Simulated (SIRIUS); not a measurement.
A run of SIRIUS 7.10.0 is set up as follows.

Contents of sirius.json:

```json
{
  "control": {
    "processing_unit": "cpu",
    "verbosity": 2,
    "num_bands_to_print": 8,
    "print_forces": true,
    "print_stress": true
  },
  "parameters": {
    "electronic_structure_method": "pseudopotential",
    "xc_functionals": ["XC_GGA_X_PW91", "XC_GGA_C_PW91"],
    "gk_cutoff": 6.0,
    "pw_cutoff": 12.0,
    "ngridk": [12, 12, 11],
    "shiftk": [0, 0, 0],
    "smearing": "fermi_dirac",
    "smearing_width": 0.0018374661,
    "num_bands": 8,
    "num_mag_dims": 0,
    "num_dft_iter": 100,
    "energy_tol": 1e-08,
    "density_tol": 1e-06
  },
  "iterative_solver": {
    "type": "davidson",
    "min_tolerance": 1e-09,
    "tolerance_scale": [0.1, 0.25]
  },
  "mixer": {
    "type": "anderson",
    "beta": 0.7,
    "max_history": 8
  },
  "settings": {
    "tol_ne": 1e-10,
    "pseudo_grid_cutoff": 6.5
  },
  "unit_cell": {
    "lattice_vectors": [
      [0.999904059407, -0.013612113365, -0.00256560949],
      [-0.51174046625, 0.838218165871, 0.015735744465],
      [-0.002414653947, 0.015706873166, 0.934368212019]
    ],
    "lattice_vectors_scale": 5.0314066583,
    "atom_coordinate_units": "lattice",
    "atom_types": ["Si"],
    "atom_files": {
      "Si": "Si.json"
    },
    "atoms": {
      "Si": [
        [0.0, 0.0, 0.0]
      ]
    }
  }
}
```

Potentials or basis: PseudoDojo 0.4.1 PBE standard (scalar relativistic).

Launch:

```sh
$ upf_to_json Si.upf
$ OMP_NUM_THREADS=1 sirius.scf --input=sirius.json --output=out.json --task=0
```

(1) What does it give for the pressure?

(2) What does it give for the band gap on the k mesh?

## Answers

(1) 4.6 GPa.

(2) none (metal or under the smearing width).

Caveat: the potentials were made for another functional, which shifts forces and pressure.
